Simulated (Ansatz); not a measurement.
Here is an Ansatz 0.2.0 calculation.

File input.yaml:

```yaml
crystal:
  lattice:
    - [2.8270770242, 0.0, 0.0]
    - [-1.4135385121, 2.4483205214, 0.0]
    - [0.0, 0.0, 9.18599307]
  atoms:
    - { symbol: Al, position: [0.6666666667, 0.3333333333, 0.75] }
    - { symbol: Al, position: [0.0, 0.0, 0.5] }
    - { symbol: Al, position: [0.3333333333, 0.6666666667, 0.25] }
    - { symbol: Al, position: [0.0, 0.0, 0.0] }
hamiltonian:
  xc: pbesol
  pseudopotentials: { kind: paw }
kpoints:
  mp_grid: { grid: [11, 11, 3] }
scf:
  occupations: { method: fermi_dirac, width: 0.05 }
output:
  forces: true
  stress: true
  eigenvalues: true
relax:
  f_tol: 0.01
  max_steps: 40
  cell: { stress_tol: 0.05 }
```

Potentials or basis: Ansatz PAW.

Run with:

```bash
$ ansatz run input.yaml --threads 2 --pin off --max-ram 5632MiB --backend cpu --events-out ev --progress --plain --runs-dir out
```

Q: Predict the relaxed volume.

A: 16.26 Å³/atom.

Q: Predict the space group after relaxing (to 0.05 Å).

A: P6_3/mmc (No. 194).

Q: Estimate the relaxed cell.

A: a = 2.832 Å, b = 2.832 Å, c = 9.364 Å, α = 90.00°, β = 90.00°, γ = 120.00°.

Q: What does it give for the band gap on the k mesh?

A: None (metal or under the smearing width).

Step by step:
```
step  energy change (eV)  largest force (eV/Å)  volume (Å³)
   1              0.0000                0.0000        63.58
   2             -0.0131                0.0000        65.27
   3             -0.0136                0.0000        65.09
   4             -0.0137                0.0000        65.02
   5             -0.0144                0.0000        65.02
   6             -0.0144                0.0000        65.04
   7             -0.0144                0.0000        65.04
```

Caveat: the plane-wave basis is chosen anew once the cell has moved, so the energies of steps on either side of that aren't comparable; the PAW data sets come from PBE, with cores solved anew for the run's functional, which leaves a small shift of forces and pressure.
